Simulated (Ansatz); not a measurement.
**TaN (P-6m2), a sublattice moved along a line**

Level of theory: Ansatz 0.2.0, DFT PBEsol, scalar-relativistic, plane waves, PAW. The runs took a 420 eV cutoff, a Γ-centred 18×18×16 mesh and Gaussian smearing (0.15 eV). Spin–orbit coupling is left out, which can shift energies with elements as heavy as these. No spin polarisation. Energies are free energies at this smearing, counted from the undisturbed cell; pressure is positive in compression.

The undisturbed cell (as given, not relaxed at this level; it stands at -4.9 GPa; this form isn't the usual structure):

```
Ta N
1.0
     2.93800    0.00000    0.00000
    -1.46900    2.54438    0.00000
     0.00000    0.00000    2.88300
Ta N
1 1
Direct
  0.33333 0.66667 0.50000
  0.00000 0.00000 0.00000
```

Every N atom is moved by x along the Cartesian unit vector (0.577, 0.577, 0.577); the cell and all other atoms stay fixed. The cell is metallic on the mesh throughout.

```
  x (Å)  ΔE (meV/cell) force along x on the moved atoms (eV/Å) pressure (GPa)
-0.1000              ?                                        ?            -3.2
-0.0750           37.7                                     1.01            -3.9
-0.0500           16.7                                     0.67            -4.5
 0.0000            0.0                                     0.00            -4.9
 0.0250            4.1                                    -0.33            -4.8
 0.0750              ?                                    -0.98               ?
 0.1000           65.6                                    -1.31            -3.3
```

Give the withheld values.

ΔE (meV/cell) at x (Å) = -0.1000: 67.5; force along x on the moved atoms (eV/Å) at x (Å) = -0.1000: 1.37; ΔE (meV/cell) at x (Å) = 0.0750: 36.9; pressure (GPa) at x (Å) = 0.0750: -4.0.